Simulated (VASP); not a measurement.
PbS, 16 atoms in the cell. The structure is trigonal, space group R3m (No. 160). Conventional cell: a = 4.225 Å, b = 4.225 Å, c = 10.356 Å, α = 90.00°, β = 90.00°, γ = 120.00°. Pb (site symmetry 3m) is surrounded by 6 S at 2.96 to 3.02 Å. S (site symmetry 3m) is surrounded by 6 Pb at 2.96 to 3.02 Å. The cell is a database's computed one.

```yaml
Program: VASP 6.6.1
Task: phonon dispersion
Functional: LDA
Potentials_or_basis: VASP PAW LDA potentials, release 64 (Pb_d, S)
Cutoff: 520 eV
k_mesh: 3 × 3 × 3
Occupations: gaussian, width 0.02 eV
Spin: no spin polarisation
Long-range_dipole_term: yes
Supercell_matrix: "[2, 0, 0, 0, 2, 0, 0, 0, 2]"
Further_INCAR_settings: LREAL = Auto; ALGO = Normal; EDIFF = 1e-07; IBRION = 6; POTIM = 0.015; NSW = 1
```

Potentials or basis: VASP PAW LDA potentials, release 64 (Pb_d, S).

Launch:

```bash
$ cat potpaw_LDA.64/Pb_d/POTCAR potpaw_LDA.64/S/POTCAR > POTCAR
$ cp INCAR.step1 INCAR
$ cp KPOINTS.step1 KPOINTS
$ cp POSCAR.step1 POSCAR
$ mpirun -np 1 vasp_std > vasp.out
$ cp INCAR.step2 INCAR
$ cp KPOINTS.step2 KPOINTS
$ cp POSCAR.step2 POSCAR
$ mpirun -np 1 vasp_std > vasp.out
```

Hardware: 1 thread of Intel(R) Xeon(R) 6975P-C (Granite Rapids), with other jobs on the host.

Question: How long does it take, and how much memory?

Answer: Wall time 72 min on 1 thread of Intel(R) Xeon(R) 6975P-C (Granite Rapids), with other jobs on the host, peak memory 0.83 GiB. Counts: scf iterations 88, k points 6.
